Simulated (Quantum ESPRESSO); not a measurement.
# HfN (P1) in Quantum ESPRESSO: convergence with k mesh

Aim: find how far k mesh must go before the results for HfN settle, at PBE. This setting moves, with any that are tied to it; all else stays.

Everything below comes from runs of Quantum ESPRESSO 7.5. Logs are shortened: lines on timing, memory, paths and dates and some standing lists are left out, and cuts for length are marked.

## Step 1: The cell of the first run

The typed cell holds 2 atoms: a = 3.433 Å, b = 3.433 Å, c = 3.970 Å, α = 90.00°, β = 90.00°, γ = 120.00°.

The cell was built by a generator and needn't be a form met in nature.

The cell isn't the ideal one: atoms moved at random, drawn with an rms of 0.1 Å.

## Step 2: With k mesh 1 × 1 × 1

pw.in reads:

```
&CONTROL
  calculation = 'scf'
  prefix = 'pwscf'
  outdir = './tmp'
  pseudo_dir = './pseudo'
  tprnfor = .true.
  tstress = .true.
  disk_io = 'nowf'
/
&SYSTEM
  ibrav = 0
  nat = 2
  ntyp = 2
  ecutwfc = 50
  ecutrho = 300
  nbnd = 15
  occupations = 'smearing'
  smearing = 'gaussian'
  degauss = 0.00367493
/
&ELECTRONS
  conv_thr = 4d-10
  electron_maxstep = 120
  mixing_beta = 0.5
/
ATOMIC_SPECIES
Hf   178.4900 Hf.GGA_PBE-JTH.UPF
N     14.0070 N.GGA_PBE-JTH.UPF
CELL_PARAMETERS angstrom
   3.4332100000    0.0000000000    0.0000000000
  -1.7166000000    2.9732400000    0.0000000000
   0.0000000000    0.0000000000    3.9698200000
ATOMIC_POSITIONS crystal
Hf     0.0217910000    0.0273210000    0.5001370000
N     -0.0030110000   -0.0176230000   -0.0006030000
K_POINTS automatic
1 1 1 0 0 0
```

Potentials or basis: JTH 2.0 PBE.

Run with:

```
OMP_NUM_THREADS=1 pw.x -in pw.in > pw.out
```

Wall time 9.4 s (1 thread of Arm Neoverse V2, shared host); peak memory 0.12 GiB.

What came out:

* Free energy: -9849.9225 eV
* Pressure: 38.7 GPa
* Largest force: 8.626 eV/Å
* Band gap on the k mesh: none (metal or under the smearing width)

## Step 3: With k mesh 3 × 3 × 2

pw.in, as its differences from that of step 2:

```diff
@@ -36,2 +36,2 @@
 K_POINTS automatic
-1 1 1 0 0 0
+3 3 2 0 0 0
```

Potentials or basis: JTH 2.0 PBE.

Run with:

```
OMP_NUM_THREADS=1 pw.x -in pw.in > pw.out
```

Run time: 9.3 s. Hardware: 1 thread of Arm Neoverse V2, shared host; peak memory 0.13 GiB.

Results:

```yaml
Free_energy: -9855.2344 eV
Pressure: 0.7 GPa
Largest_force: 2.309 eV/Å
Band_gap_on_the_k_mesh: none (metal or under the smearing width)
```

## Step 4: With k mesh 4 × 4 × 3

pw.in, as its differences from that of step 3:

```diff
@@ -36,2 +36,2 @@
 K_POINTS automatic
-3 3 2 0 0 0
+4 4 3 0 0 0
```

Run with:

```
OMP_NUM_THREADS=1 pw.x -in pw.in > pw.out
```

Wall time 16 s (1 thread of Arm Neoverse V2, shared host); peak memory 0.13 GiB.

Results:

```
Free energy            : -9855.3296 eV
Pressure               : 0.8 GPa
Largest force          : 1.345 eV/Å
Band gap on the k mesh : none (metal or under the smearing width)
```

## Step 5: With k mesh 5 × 5 × 4

pw.in, as its differences from that of step 4:

```diff
@@ -36,2 +36,2 @@
 K_POINTS automatic
-4 4 3 0 0 0
+5 5 4 0 0 0
```

Run with:

```
OMP_NUM_THREADS=1 pw.x -in pw.in > pw.out
```

Wall time 23 s (1 thread of Arm Neoverse V2, shared host); peak memory 0.14 GiB.

Results:

```yaml
Free_energy: -9855.3767 eV
Pressure: -0.3 GPa
Largest_force: 0.472 eV/Å
Band_gap_on_the_k_mesh: none (metal or under the smearing width)
```

## Step 6: With k mesh 7 × 7 × 5

pw.in, as its differences from that of step 5:

```diff
@@ -36,2 +36,2 @@
 K_POINTS automatic
-5 5 4 0 0 0
+7 7 5 0 0 0
```

Potentials or basis: JTH 2.0 PBE.

Run with:

```
OMP_NUM_THREADS=1 pw.x -in pw.in > pw.out
```

Wall time 58 s (1 thread of Arm Neoverse V2, shared host); peak memory 0.17 GiB.

The run converged. Its results:

```yaml
Free_energy: -9855.3932 eV
Pressure: -1.0 GPa
Largest_force: 0.290 eV/Å
Band_gap_on_the_k_mesh: none (metal or under the smearing width)
```

## Step 7: With k mesh 8 × 8 × 6

pw.in, as its differences from that of step 6:

```diff
@@ -36,2 +36,2 @@
 K_POINTS automatic
-7 7 5 0 0 0
+8 8 6 0 0 0
```

Run with:

```
OMP_NUM_THREADS=1 pw.x -in pw.in > pw.out
```

It took 1.8 min on 1 thread of Arm Neoverse V2, shared host; peak memory 0.2 GiB.

It converged, with:

```
Free energy            : -9855.3908 eV
Pressure               : -0.5 GPa
Largest force          : 0.602 eV/Å
Band gap on the k mesh : none (metal or under the smearing width)
```

## Step 8: With k mesh 9 × 9 × 7

pw.in, as its differences from that of step 7:

```diff
@@ -36,2 +36,2 @@
 K_POINTS automatic
-8 8 6 0 0 0
+9 9 7 0 0 0
```

Run with:

```
OMP_NUM_THREADS=1 pw.x -in pw.in > pw.out
```

Wall time 1.8 min (1 thread of Arm Neoverse V2, shared host); peak memory 0.23 GiB.

The run converged. Its results:

```yaml
Free_energy: -9855.3815 eV
Pressure: 0.1 GPa
Largest_force: 0.992 eV/Å
Band_gap_on_the_k_mesh: none (metal or under the smearing width)
```

## Step 9: With k mesh 11 × 11 × 8

pw.in, as its differences from that of step 8:

```diff
@@ -36,2 +36,2 @@
 K_POINTS automatic
-9 9 7 0 0 0
+11 11 8 0 0 0
```

Potentials or basis: JTH 2.0 PBE.

Run with:

```
OMP_NUM_THREADS=1 pw.x -in pw.in > pw.out
```

It took 3 min on 1 thread of Arm Neoverse V2, shared host; peak memory 0.31 GiB.

Results (log left out):

| Item | Value |
| --- | --- |
| Free energy | -9855.3888 eV |
| Pressure | 0.0 GPa |
| Largest force | 1.148 eV/Å |
| Band gap on the k mesh | none (metal or under the smearing width) |

## Step 10: With k mesh 13 × 13 × 10

pw.in, as its differences from that of step 9:

```diff
@@ -36,2 +36,2 @@
 K_POINTS automatic
-11 11 8 0 0 0
+13 13 10 0 0 0
```

Potentials or basis: JTH 2.0 PBE.

Run with:

```
OMP_NUM_THREADS=1 pw.x -in pw.in > pw.out
```

pw.out:

```text
This program is part of the open-source Quantum ESPRESSO suite
     for quantum simulation of materials; please cite
         "P. Giannozzi et al., J. Phys.:Condens. Matter 21 395502 (2009);
         "P. Giannozzi et al., J. Phys.:Condens. Matter 29 465901 (2017);
         "P. Giannozzi et al., J. Chem. Phys. 152 154105 (2020);
     in publications or presentations arising from this work. More details at

     file Hf.GGA_PBE-JTH.UPF: wavefunction(s)  5S 5P 6P 5D 0D renormalized
     file N.GGA_PBE-JTH.UPF: wavefunction(s)  0S 0P renormalized

     G-vector sticks info
     --------------------
     sticks:   dense  smooth     PW     G-vecs:    dense   smooth      PW
     Sum         859     583    187                24059    13119    2413

     Using Slab Decomposition

     bravais-lattice index     =            0
     lattice parameter (alat)  =       6.4878  a.u.
     unit-cell volume          =     273.4625 (a.u.)^3
     number of atoms/cell      =            2
     number of atomic types    =            2
     number of electrons       =        17.00
     number of Kohn-Sham states=           15
     kinetic-energy cutoff     =      50.0000  Ry
     charge density cutoff     =     300.0000  Ry
     scf convergence threshold =      4.0E-10
     mixing beta               =       0.5000
     number of iterations used =            8  plain     mixing
     Exchange-correlation= SLA PW PBX PBC
                           (   1   4   3   4   0   0   0)

     celldm(1)=   6.487827  celldm(2)=   0.000000  celldm(3)=   0.000000
     celldm(4)=   0.000000  celldm(5)=   0.000000  celldm(6)=   0.000000

     crystal axes: (cart. coord. in units of alat)
               a(1) = (   1.000000   0.000000   0.000000 )
               a(2) = (  -0.499999   0.866023   0.000000 )
               a(3) = (   0.000000   0.000000   1.156300 )

     reciprocal axes: (cart. coord. in units 2 pi/alat)
               b(1) = (  1.000000  0.577350 -0.000000 )
               b(2) = (  0.000000  1.154703  0.000000 )
               b(3) = (  0.000000 -0.000000  0.864828 )

     PseudoPot. # 1 for Hf read from file:
     Hf.GGA_PBE-JTH.UPF
     Pseudo is Projector augmented-wave + core cor, Zval = 12.0
     Generated using ATOMPAW code
     Shape of augmentation charge: SINC**2
     Using radial grid of 1119 points,  6 beta functions with:
                l(1) =   0
                l(2) =   0
                l(3) =   1
                l(4) =   1
                l(5) =   2
                l(6) =   2
     Q(r) pseudized with 0 coefficients

     PseudoPot. # 2 for N  read from file:
     N.GGA_PBE-JTH.UPF
     Pseudo is Projector augmented-wave + core cor, Zval =  5.0
     Generated using ATOMPAW code
     Shape of augmentation charge: SINC**2
     Using radial grid of  933 points,  4 beta functions with:
                l(1) =   0
                l(2) =   0
                l(3) =   1
                l(4) =   1
     Q(r) pseudized with 0 coefficients

     atomic species   valence    mass     pseudopotential
     Hf               12.00   178.49000     Hf( 1.00)
     N                 5.00    14.00700     N ( 1.00)

     No symmetry found

   Cartesian axes

     site n.     atom                  positions (alat units)
         1        Hf     tau(   1) = (   0.0081305   0.0236606   0.5783083  )
         2        N      tau(   2) = (   0.0058005  -0.0152619  -0.0006972  )

     number of k points=   846  Gaussian smearing, width (Ry)=  0.0037

     Number of k-points >= 100: set verbosity='high' to print them.

     Dense  grid:    24059 G-vectors     FFT dimensions: (  36,  36,  45)

     Smooth grid:    13119 G-vectors     FFT dimensions: (  30,  30,  36)

     Check: negative core charge=   -0.000017

     Initial potential from superposition of free atoms

     starting charge      16.9981, renormalised to      17.0000
     Starting wfcs are   26 randomized atomic wfcs

     Self-consistent Calculation

     iteration #  1     ecut=    50.00 Ry     beta= 0.50
     Davidson diagonalization with overlap
     ethr =  1.00E-02,  avg # of iterations =  2.9

     total energy              =    -723.66620225 Ry
     estimated scf accuracy    <       1.56312733 Ry

     iteration #  2     ecut=    50.00 Ry     beta= 0.50
     Davidson diagonalization with overlap
     ethr =  9.19E-03,  avg # of iterations =  2.0

     total energy              =    -723.72324574 Ry
     estimated scf accuracy    <       4.81191457 Ry

     iteration #  3     ecut=    50.00 Ry     beta= 0.50
     Davidson diagonalization with overlap
     ethr =  9.19E-03,  avg # of iterations =  2.0

     total energy              =    -724.35875316 Ry
     estimated scf accuracy    <       0.08002119 Ry

     iteration #  4     ecut=    50.00 Ry     beta= 0.50
     Davidson diagonalization with overlap
     ethr =  4.71E-04,  avg # of iterations =  2.0

     total energy              =    -724.35701320 Ry
     estimated scf accuracy    <       0.02402352 Ry

     iteration #  5     ecut=    50.00 Ry     beta= 0.50
     Davidson diagonalization with overlap
     ethr =  1.41E-04,  avg # of iterations =  2.4

     total energy              =    -724.35777725 Ry
     estimated scf accuracy    <       0.00345765 Ry

     iteration #  6     ecut=    50.00 Ry     beta= 0.50
     Davidson diagonalization with overlap
     ethr =  2.03E-05,  avg # of iterations =  3.9

     total energy              =    -724.35829293 Ry
     estimated scf accuracy    <       0.00003982 Ry

     iteration #  7     ecut=    50.00 Ry     beta= 0.50
     Davidson diagonalization with overlap
     c_bands:  1 eigenvalues not converged
     c_bands:  1 eigenvalues not converged
     c_bands:  1 eigenvalues not converged
     ethr =  2.34E-07,  avg # of iterations =  4.6

     total energy              =    -724.35830181 Ry
     estimated scf accuracy    <       0.00003870 Ry

     iteration #  8     ecut=    50.00 Ry     beta= 0.50
     Davidson diagonalization with overlap
     ethr =  2.28E-07,  avg # of iterations =  2.0

     total energy              =    -724.35831021 Ry
     estimated scf accuracy    <       0.00002098 Ry

     iteration #  9     ecut=    50.00 Ry     beta= 0.50
     Davidson diagonalization with overlap
     ethr =  1.23E-07,  avg # of iterations =  1.0

     total energy              =    -724.35831106 Ry
     estimated scf accuracy    <       0.00000169 Ry

     iteration # 10     ecut=    50.00 Ry     beta= 0.50
     Davidson diagonalization with overlap
     ethr =  9.92E-09,  avg # of iterations =  2.0

     total energy              =    -724.35831127 Ry
     estimated scf accuracy    <       0.00000002 Ry

     iteration # 11     ecut=    50.00 Ry     beta= 0.50
     Davidson diagonalization with overlap
     ethr =  1.46E-10,  avg # of iterations =  2.4

     total energy              =    -724.35831127 Ry
     estimated scf accuracy    <       0.00000002 Ry

     iteration # 12     ecut=    50.00 Ry     beta= 0.50
     Davidson diagonalization with overlap
     ethr =  8.96E-11,  avg # of iterations =  1.0

     total energy              =    -724.35831126 Ry
     estimated scf accuracy    <          3.3E-09 Ry

     iteration # 13     ecut=    50.00 Ry     beta= 0.50
     Davidson diagonalization with overlap
     ethr =  1.95E-11,  avg # of iterations =  2.0

     End of self-consistent calculation

     Number of k-points >= 100: set verbosity='high' to print the bands.

     the Fermi energy is     7.8821 ev

!    total energy              =    -724.35831126 Ry
     total all-electron energy =      -724.358311 Ry
     estimated scf accuracy    <          6.8E-11 Ry
     smearing contrib. (-TS)   =      -0.00014884 Ry
     internal energy E=F+TS    =    -724.35816242 Ry

     The total energy is F=E-TS. E is the sum of the following terms:
     one-electron contribution =     -38.03217885 Ry
     hartree contribution      =      23.74249072 Ry
     xc contribution           =     -32.09634308 Ry
     ewald contribution        =     -82.80207699 Ry
     one-center paw contrib.   =    -595.17005421 Ry

     convergence has been achieved in  13 iterations

     Forces acting on atoms (cartesian axes, Ry/au):

     atom    1 type  1   force =     0.00198608    0.03951856   -0.00237045
     atom    2 type  2   force =    -0.00198608   -0.03951856    0.00237045

     Total force =     0.056059     Total SCF correction =     0.000002

     Computing stress (Cartesian axis) and pressure

          total   stress  (Ry/bohr**3)                   (kbar)     P=       -0.94
  -0.00003178   0.00000186  -0.00000017           -4.67        0.27       -0.03
   0.00000186  -0.00002415  -0.00000273            0.27       -3.55       -0.40
  -0.00000017  -0.00000273   0.00003684           -0.03       -0.40        5.42

=------------------------------------------------------------------------------=
   JOB DONE.
=------------------------------------------------------------------------------=
```

Run time: 4.7 min. Hardware: 1 thread of Arm Neoverse V2, shared host; peak memory 0.44 GiB.

What came out:

* Free energy: -9855.3969 eV
* Pressure: -0.1 GPa
* Largest force: 1.019 eV/Å
* Band gap on the k mesh: none (metal or under the smearing width)

## Step 11: The series at a glance

```csv
k mesh,"energy less the tightest run, at zero smearing (meV/atom)",pressure (GPa),largest force (eV/Å),SCF cycles,CPU time (s),peak memory (GiB)
1 × 1 × 1,2747.93,38.67,8.626,24,9.4,0.12
3 × 3 × 2,83.12,0.66,2.309,14,9.3,0.13
4 × 4 × 3,35.47,0.81,1.345,15,16,0.13
5 × 5 × 4,10.50,-0.30,0.472,14,23,0.14
7 × 7 × 5,2.41,-1.03,0.290,17,58,0.17
8 × 8 × 6,3.55,-0.45,0.602,20,110,0.2
9 × 9 × 7,8.20,0.14,0.992,14,110,0.23
11 × 11 × 8,4.35,0.02,1.148,15,180,0.31
13 × 13 × 10,0.00,-0.09,1.019,13,280,0.44
```

Not settled before the last step: the energy (to 1 meV/atom), the pressure (to 0.1 GPa), the largest force (to 0.005 eV/Å). Meshes of other sizes hit other points, so gaps and Fermi surfaces needn't settle smoothly. The tightest run that finished is the yardstick and may itself not be fully converged.
